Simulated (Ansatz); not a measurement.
**Nickel, dhcp under revPBE: from relaxation to bulk modulus**

What does revPBE give for nickel in the dhcp structure? We relax it, solve it on a dense k-mesh, then scale the cell to 7 volumes from 88 to 112 % of the relaxed one and try a fit of the equation of state. The start is ferromagnetic. The k-meshes are 14×14×4 for the relaxation; 19×19×5 for the dense run; 16×16×5 for the volumes.

Method: DFT revPBE, plane waves (420 eV) with PAW, scalar-relativistic; PBE-made PAW files, in Ansatz 0.2.0.

## Step 1: The structure to begin with

The structure is hexagonal, space group P6_3/mmc (No. 194). Conventional cell: a = 2.492 Å, b = 2.492 Å, c = 8.138 Å, α = 90.00°, β = 90.00°, γ = 120.00°. Ni (site symmetry -3m) is surrounded by 12 Ni at 2.49 Å. Ni (site symmetry -6m2) is surrounded by 12 Ni at 2.49 Å.

Coordinates:

```
CELL_PARAMETERS angstrom
2.49176 0.00000 0.00000
-1.24588 2.15792 0.00000
0.00000 0.00000 8.13807
ATOMIC_POSITIONS crystal
Ni 0.00000 0.00000 0.00000
Ni 0.00000 0.00000 0.50000
Ni 0.33333 0.66667 0.25000
Ni 0.66667 0.33333 0.75000
```

The atoms start with moments of +0.8 ×4 μB.

## Step 2: Geometry optimisation

File input.yaml:

```yaml
crystal:
  lattice:
    - [2.491755966, 0.0, 0.0]
    - [-1.245877983, 2.1579239666, 0.0]
    - [0.0, 0.0, 8.138074985]
  atoms:
    - { symbol: Ni, position: [0.0, 0.0, 0.0], spin: 0.8 }
    - { symbol: Ni, position: [0.0, 0.0, 0.5], spin: 0.8 }
    - { symbol: Ni, position: [0.3333333333, 0.6666666667, 0.25], spin: 0.8 }
    - { symbol: Ni, position: [0.6666666667, 0.3333333333, 0.75], spin: 0.8 }
hamiltonian:
  xc: revpbe
  pseudopotentials:
    kind: paw
    azcp:
      Ni: "pseudopotentials/Ni.paw.azcp"
basis:
  ecutwfc: 420
  fft_grid_basis: typed
kpoints:
  mp_grid: { grid: [14, 14, 4], shift: [0, 0, 0] }
magnetization:
  spin_polarized: true
scf:
  occupations: { method: fermi_dirac, width: 0.05 }
relax:
  max_steps: 60
  f_tol: 0.01
  cell: {}
```

After this run come: The energy on a finer k-mesh; The cell scaled to 88 % of its volume; The cell scaled to 92 % of its volume; The cell scaled to 96 % of its volume; The cell scaled to 100 % of its volume; The cell scaled to 104 % of its volume; The cell scaled to 108 % of its volume; The cell scaled to 112 % of its volume.

Before running it: what results should come out? Wanted: space group; conventional cell; volume; shortest distance; gap on the mesh; magnetic state; relative to fcc, ferromagnetic; V₀, B₀, B₀′.

As calculated:

| quantity | value |
| --- | --- |
| space group (spins left aside) | P6_3/mmc (No. 194) |
| conventional cell | a = 2.506 Å, c = 8.201 Å (c/a = 3.273) |
| volume | 11.146 Å³/atom |
| shortest distance | 2.506 Å |
| gap on the mesh | none (levels filled in part) |
| magnetic state | ferromagnetic, up to 0.70 μB per atom |
| relative to fcc, ferromagnetic | +12 meV/atom |
| V₀, B₀, B₀′ | 11.123 Å³/atom, 182 GPa, 5.1 |

What this shows: The relaxation enlarged the cell by 1.9 % in volume. Against the reference form of nickel (fcc, ferromagnetic, computed apart with the same settings) it stands 12 meV/atom higher. The final state is ferromagnetic (largest moment 0.70 μB). No gap shows: it is a metal or semimetal at this level. B₀ comes out at 182 GPa; letting shape and positions relax at each volume could only lower it. The symmetry was held, so the structure may be unstable against distortions that break it.
